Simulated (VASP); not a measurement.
Here is a VASP 6.6.1 calculation.

File INCAR:

```
PREC = Accurate
ENCUT = 900
EDIFF = 1E-8
ISMEAR = 1
SIGMA = 0.1
LREAL = F
LASPH = T
NELM = 100
ALGO = Normal
ISIF = 2
LWAVE = F
LCHARG = F
GGA = PE
NBANDS = 22
ADDGRID = F
```

Contents of KPOINTS:

```
Automatic mesh
0
Gamma
  14 14 21
```

The input POSCAR:

```
Bi
1.0
    3.4885980000     -3.1325780000      0.0000000000
    3.4885980000      3.1325780000      0.0000000000
   -1.2602350000      0.0000000000      3.1135500000
Bi
2
Direct
    0.7530610000      0.7530610000      0.8573820000
    0.2469390000      0.2469390000      0.1426180000
```

Potentials or basis: VASP PAW PBE potentials, release 64 (Bi_d).

Run with:

```console
$ cat potpaw_PBE.64/Bi_d/POTCAR > POTCAR
$ mpirun -np 1 vasp_std > vasp.out
```

Question: What does it give for the pressure?

Answer: 0.0 GPa.

Question: Predict the band gap on the k mesh.

Answer: None (metal or under the smearing width).

Forces in eV/Å, atoms in the order of the input:
```
Bi   0.028  0.000  0.032
Bi  -0.028  0.000 -0.032
```

Caveat: spin-orbit coupling is left out, which moves the levels of the heavy elements.
